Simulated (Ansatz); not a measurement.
A run of Ansatz 0.2.0:

The input input:

```
crystal:
  lattice:
    - [-1.726539, 1.775547, 2.338342]
    - [1.726539, -1.775547, 2.338342]
    - [1.726539, 1.775547, -2.338342]
  atoms:
    - { symbol: Sn, position: [0.0, 0.0, 0.0] }
hamiltonian:
  xc:
    exchange: hjs_pbesol
    correlation: pbesol
    exx: { coeff: 0.25, omega: 0.207 }
  pseudopotentials: { kind: paw }
kpoints:
  mp_grid: { grid: [6, 6, 6] }
  band_path:
    path:
      - [[0.0, 0.0, 0.0], [-0.3862939988, 0.3862939988, 0.3862939988], [-0.2804352521, 0.2804352521, 0.4921527456], [0.0, 0.0, 0.5], [0.25, 0.25, 0.25], [0.0, 0.5, 0.0], [0.3862939988, 0.6137060012, -0.3862939988], [0.5, 0.5, -0.5], [0.0, 0.0, 0.0], [0.3941412533, -0.3941412533, 0.3941412533], [0.5, 0.0, 0.0], [0.25, 0.25, 0.25]]
      - [[0.2804352521, -0.2804352521, 0.5078472544], [0.3941412533, -0.3941412533, 0.3941412533]]
      - [[0.6058587467, 0.3941412533, -0.3941412533], [0.5, 0.5, -0.5]]
    npoints: 4
scf:
  occupations: { method: fermi_dirac, width: 0.05 }
  n_extra_bands: 6
output:
  forces: true
  stress: true
  eigenvalues: true
  fatbands: false
  write_density: true
  write_potential: true
  elf: true
  volumetric_format: npy
```

Hardware: 1 × NVIDIA H100 80GB HBM3 with 2 threads of AMD EPYC 7R13 Processor (Zen 3), with other jobs on the host.

How long does it take, and how much memory?

It took 38 s on 1 × NVIDIA H100 80GB HBM3 with 2 threads of AMD EPYC 7R13 Processor (Zen 3), on a shared host, peak memory 1.9 GiB. Counts: scf iterations 14, plane waves 547, k points 46, bands 13.
